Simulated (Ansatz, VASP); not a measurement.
CdS: VASP beside Ansatz

```
Cd S
1.0
     4.40853    0.00000    0.00000
    -2.20426    3.81790    0.00000
     0.00000    0.00000    5.89470
Cd S
2 2
Direct
  0.33333 0.66667 0.25000
  0.66667 0.33333 0.75000
  0.66667 0.33333 0.25000
  0.33333 0.66667 0.75000
```

Change from the starting cell: uniaxial_z strain +2.5%.

Alike in both runs: task single point; functional r2SCAN; k mesh 6 × 6 × 4; no spin polarisation.

```csv
,VASP,Ansatz
version,VASP 6.6.1,Ansatz 0.2.0
potentials or method,"VASP PAW PBE potentials, release 64 (Cd, S)","plane waves, PAW"
plane-wave cutoff (eV),520,500
occupations,"gaussian, width 0.01 eV",fixed
valence electrons in the cell,36,52
```

|  | VASP | Ansatz | Ansatz less VASP |
| --- | --- | --- | --- |
| gap on the k mesh at the Fermi level (eV) | 1.57 | 1.58 | +0.010 |
| pressure (GPa) | -0.9 | -1.2 | -0.33 |
| largest component of the traceless stress (GPa) | 0.55 | 0.48 | -0.071 |

The two sets of potentials don't hold the same shells in valence.

Caveats: the PAW data sets were made with another functional, which shifts forces and pressure a little (VASP). A k mesh can miss the band edges.
